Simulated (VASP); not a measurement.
## Input and output of a VASP PBEsol single-point calculation on BeS (zincblende)

INCAR

```
LREAL = .FALSE.
NSW = 0
LWAVE = .FALSE.
LASPH = .TRUE.
LCHARG = .FALSE.
IBRION = -1
ENCUT = 520
PREC = Accurate
EDIFF = 1E-7
NBANDS = 11
NELM = 120
GGA = PS
ISMEAR = 0
SIGMA = 0.01
ISIF = 2
```

KPOINTS

```
KPOINTS created by Atomic Simulation Environment
0
Gamma
10 10 10
0 0 0
```

KPOINTS_OPT

```
special points
7
Reciprocal
0.0000000000 0.0000000000 0.0000000000 1
0.5000000000 0.0000000000 0.5000000000 1
0.5000000000 0.2500000000 0.7500000000 1
0.3750000000 0.3750000000 0.7500000000 1
0.5000000000 0.5000000000 0.5000000000 1
0.6250000000 0.2500000000 0.6250000000 1
0.0375000000 0.0375000000 0.0750000000 1
```

POSCAR

```
Be S
 1.0000000000000000
     0.0000000000000000    2.4343062285926913    2.4343062285926913
     2.4343062285926913    0.0000000000000000    2.4343062285926913
     2.4343062285926913    2.4343062285926913    0.0000000000000000
 Be  S
   1   1
Cartesian
  0.0000000000000000  0.0000000000000000 -0.0000000000000000
  1.2171531142963457  1.2171531142963457  1.2171531142963457
```

VASP ran with the recommended PBE PAW datasets (8 valence electrons in the cell).

Command

```
mpirun -np 1 vasp_std
```

OSZICAR

```
N       E                     dE             d eps       ncg     rms          rms(c)
DAV:   1     0.195348768639E+02    0.19535E+02   -0.38406E+03  1034   0.622E+02
DAV:   2    -0.955286224064E+01   -0.29088E+02   -0.27600E+02  1398   0.114E+02
DAV:   3    -0.107344465411E+02   -0.11816E+01   -0.11785E+01  1390   0.228E+01
DAV:   4    -0.107418869557E+02   -0.74404E-02   -0.74394E-02  1234   0.204E+00
DAV:   5    -0.107419505884E+02   -0.63633E-04   -0.63632E-04  1371   0.197E-01    0.525E+00
DAV:   6    -0.106075191096E+02    0.13443E+00   -0.11088E-01  1183   0.152E+00    0.347E+00
DAV:   7    -0.105616234033E+02    0.45896E-01   -0.10434E-01  1248   0.160E+00    0.813E-01
DAV:   8    -0.105618724612E+02   -0.24906E-03   -0.55119E-03  1341   0.390E-01    0.133E-01
DAV:   9    -0.105619150102E+02   -0.42549E-04   -0.32575E-04  1252   0.117E-01    0.362E-02
DAV:  10    -0.105619267352E+02   -0.11725E-04   -0.35994E-05  1371   0.303E-02    0.958E-03
DAV:  11    -0.105619292692E+02   -0.25340E-05   -0.77622E-06  1243   0.148E-02    0.609E-03
DAV:  12    -0.105619294217E+02   -0.15246E-06   -0.20251E-07  1320   0.323E-03    0.177E-03
DAV:  13    -0.105619295086E+02   -0.86909E-07   -0.50082E-08   692   0.108E-03
   1 F= -.10561930E+02 E0= -.10561930E+02  d E =-.195174E-97
       N       E                     dE             ncg
DAV:   1     0.575129677512E+03   -0.13990E+04      154
DAV:   2     0.384405650164E+03   -0.19072E+03      188
DAV:   3     0.377401125945E+03   -0.70045E+01      203
DAV:   4     0.377369805349E+03   -0.31321E-01      183
DAV:   5     0.377369561335E+03   -0.24401E-03      225
DAV:   6     0.377369559995E+03   -0.13393E-05      183
DAV:   7     0.377369559975E+03   -0.20063E-07      222
```

From OUTCAR

```
k-points           NKPTS =     47   k-points in BZ     NKDIM =     47   number of bands    NBANDS=     11

   NELECT =       8.0000    total number of electrons

   dimension x,y,z NGX =    28 NGY =   28 NGZ =   28
   dimension x,y,z NGXF=    56 NGYF=   56 NGZF=   56

  energy-cutoff  :      520.00
  volume of cell :       28.85
      direct lattice vectors                 reciprocal lattice vectors
     0.000000000  2.434306229  2.434306229    -0.205397330  0.205397330  0.205397330
     2.434306229  0.000000000  2.434306229     0.205397330 -0.205397330  0.205397330
     2.434306229  2.434306229  0.000000000     0.205397330  0.205397330 -0.205397330

 k-points in reciprocal lattice and weights: KPOINTS created by Atomic Simulation Env
   0.00000000  0.00000000  0.00000000       0.001
   0.10000000  0.00000000  0.00000000       0.008
   0.20000000  0.00000000  0.00000000       0.008
   0.30000000  0.00000000  0.00000000       0.008
   0.40000000  0.00000000  0.00000000       0.008
   0.50000000  0.00000000  0.00000000       0.004
   0.10000000  0.10000000  0.00000000       0.006
   0.20000000  0.10000000  0.00000000       0.024
   ...

 E-fermi :   4.1721

 k-point     1 :       0.0000    0.0000    0.0000
  band No.  band energies     occupation
      1      -9.6146      2.00000
      2       4.0259      2.00000
      3       4.0259      2.00000
      4       4.0259      2.00000
      5       9.6367      0.00000
      6       9.6408      0.00000
      7       9.6408      0.00000
      8       9.6408      0.00000
      9      16.7970      0.00000
     10      16.7970      0.00000
     11      18.6129      0.00000

 k-point     2 :       0.1000    0.0000    0.0000
  band No.  band energies     occupation
      1      -9.5009      2.00000
      2       3.1945      2.00000
      3       3.8936      2.00000
      4       3.8936      2.00000
      5       9.5043      0.00000
      6       9.8790      0.00000
      7       9.8790      0.00000
      8      10.6114      0.00000
      9      16.2590      0.00000
     10      16.2590      0.00000
     11      18.5232      0.00000

 k-point     3 :       0.2000    0.0000    0.0000
  band No.  band energies     occupation
      1      -9.1766      2.00000
      2       1.5540      2.00000
      3       3.5932      2.00000
      4       3.5932      2.00000
      5       9.4630      0.00000
      6      10.3570      0.00000
      7      10.3570      0.00000
      8      12.2739      0.00000
      9      15.7446      0.00000
     10      15.7446      0.00000
     11      18.1626      0.00000

 k-point     4 :       0.3000    0.0000    0.0000
  band No.  band energies     occupation
      1      -8.7032      2.00000
      2      -0.0722      2.00000
      3       3.2859      2.00000
      4       3.2859      2.00000
      5       9.4175      0.00000
      6      10.6089      0.00000
      7      10.6089      0.00000
      8      13.8005      0.00000
      9      16.1822      0.00000
     10      16.1822      0.00000
     11      17.9455      0.00000

 k-point     5 :       0.4000    0.0000    0.0000
  band No.  band energies     occupation
      1      -8.2277      2.00000
      2      -1.2924      2.00000
      3       3.0729      2.00000
      4       3.0729      2.00000
      5       9.3779      0.00000
      6      10.5666      0.00000
      7      10.5666      0.00000
      8      14.7075      0.00000
      9      17.5906      0.00000
     10      17.5906      0.00000
     11      18.3506      0.00000

 k-point     6 :       0.5000    0.0000    0.0000
  band No.  band energies     occupation
      1      -8.0115      2.00000
      2      -1.7639      2.00000
      3       2.9981      2.00000
      4       2.9981      2.00000
      5       9.3620      0.00000
      6      10.5108      0.00000
      7      10.5108      0.00000
      8      14.9499      0.00000
      9      18.8975      0.00000
     10      18.8975      0.00000
     11      18.9459      0.00000

 k-point     7 :       0.1000    0.1000    0.0000
  band No.  band energies     occupation
      1      -9.4631      2.00000
      2       3.3572      2.00000
      3       3.6260      2.00000
      4       3.6260      2.00000
      5       9.2708      0.00000
      6      10.2714      0.00000
      7      10.2714      0.00000
      8      10.5050      0.00000
      9      15.2840      0.00000
     10      17.0123      0.00000
     11      18.9570      0.00000

 k-point     8 :       0.2000    0.1000    0.0000
  band No.  band energies     occupation
      1      -9.2087      2.00000
      2       2.0590      2.00000
      3       3.2533      2.00000
      4       3.4652      2.00000
      5       9.3042      0.00000
      6      10.4297      0.00000
      7      10.9002      0.00000
      8      11.6806      0.00000
      9      14.6896      0.00000
     10      16.8833      0.00000
     11      19.0675      0.00000

 k-point     9 :       0.3000    0.1000    0.0000
  band No.  band energies     occupation
      1      -8.7820      2.00000
      2       0.4698      2.00000
      3       2.9414      2.00000
      4       3.1523      2.00000
      5       9.5047      0.00000
      6      10.5937      0.00000
      7      11.2823      0.00000
      8      12.5218      0.00000
      9      15.5056      0.00000
     10      17.1137      0.00000
     11      18.6843      0.00000

 k-point    10 :       0.4000    0.1000    0.0000
  band No.  band energies     occupation
      1      -8.2952      2.00000
      2      -0.8667      2.00000
      3       2.7774      2.00000
      4       2.7962      2.00000
      5       9.5783      0.00000
      6      10.5758      0.00000
      7      11.2234      0.00000
      8      13.6109      0.00000
      9      16.8213      0.00000
     10      18.2390      0.00000
     11      18.6394      0.00000

 k-point    11 :       0.5000    0.1000    0.0000
  band No.  band energies     occupation
      1      -7.9711      2.00000
      2      -1.5954      2.00000
      3       2.5224      2.00000
      4       2.7896      2.00000
      5       9.6395      0.00000
      6      10.5111      0.00000
      7      11.0049      0.00000
      8      14.7800      0.00000
      9      17.4438      0.00000
     10      18.8943      0.00000
     11      19.3958      0.00000

 k-point    12 :      -0.4000    0.1000    0.0000
  band No.  band energies     occupation
      1      -8.0443      2.00000
      2      -1.4395      2.00000
      3       2.3987      2.00000
      4       2.9691      2.00000
      5       9.7548      0.00000
      6      10.5772      0.00000
      7      10.8516      0.00000
      8      14.8013      0.00000
      9      17.1354      0.00000
     10      17.9017      0.00000
     11      19.5563      0.00000

 k-point    13 :      -0.3000    0.1000    0.0000
  band No.  band energies     occupation
      1      -8.4546      2.00000
      2      -0.4706      2.00000
      3       2.4600      2.00000
      4       3.2760      2.00000
      5       9.8597      0.00000
      6      10.7362      0.00000
      7      10.7742      0.00000
      8      13.7348      0.00000
      9      15.5118      0.00000
     10      17.9268      0.00000
     11      18.7210      0.00000

 k-point    14 :      -0.2000    0.1000    0.0000
  band No.  band energies     occupation
      1      -8.9399      2.00000
      2       0.9674      2.00000
      3       2.7236      2.00000
      4       3.6295      2.00000
      5       9.8845      0.00000
      6      10.4323      0.00000
      7      10.7681      0.00000
      8      12.5731      0.00000
      9      14.8426      0.00000
     10      16.7600      0.00000
     11      18.8991      0.00000

 k-point    15 :      -0.1000    0.1000    0.0000
  band No.  band energies     occupation
      1      -9.3168      2.00000
      2       2.4062      2.00000
      3       3.2371      2.00000
      4       3.8895      2.00000
      5       9.7250      0.00000
      6       9.9925      0.00000
      7      10.3130      0.00000
      8      11.5165      0.00000
      9      15.2455      0.00000
     10      16.3031      0.00000
     11      18.9490      0.00000

 k-point    16 :       0.2000    0.2000    0.0000
  band No.  band energies     occupation
      1      -9.0310      2.00000
      2       1.9976      2.00000
      3       2.8177      2.00000
      4       2.8177      2.00000
      5       8.7122      0.00000
      6      11.0278      0.00000
      7      11.7609      0.00000
      8      11.7609      0.00000
      9      14.3201      0.00000
     10      17.6441      0.00000
     11      20.1222      0.00000

 ...

  Total       -0.2932054     -0.2932054     -0.2932054      0.0000000      0.0000000     -0.0000000
  in kB      -16.2827161    -16.2827161    -16.2827161      0.0000000      0.0000000     -0.0000000
  external PRESSURE =     -16.2827161 kB  Pullay stress =       0.0000000 kB

 POSITION                                       TOTAL-FORCE (eV/Angst)
 -----------------------------------------------------------------------------------
      0.00000      0.00000      0.00000        -0.000000     -0.000000     -0.000000
      1.21715      1.21715      1.21715         0.000000      0.000000      0.000000
 -----------------------------------------------------------------------------------
    total drift:                               -0.000000     -0.000000      0.000000

  FREE ENERGIE OF THE ION-ELECTRON SYSTEM (eV)
  ---------------------------------------------------
  free  energy   TOTEN  =       -10.5619295086 eV

  energy  without entropy=      -10.5619295086  energy(sigma->0) =      -10.56192951
```

```
gap between bands v and c : 2.95 eV
least direct gap          : 5.52 eV
pressure                  : -1.6 GPa
```

Band v is the last that the valence electrons fill when counted band by band, and c is the next.

The run took about 7.5 s on one core of a shared host (Intel Xeon 6975P-C) and held 0.15 GiB at most.
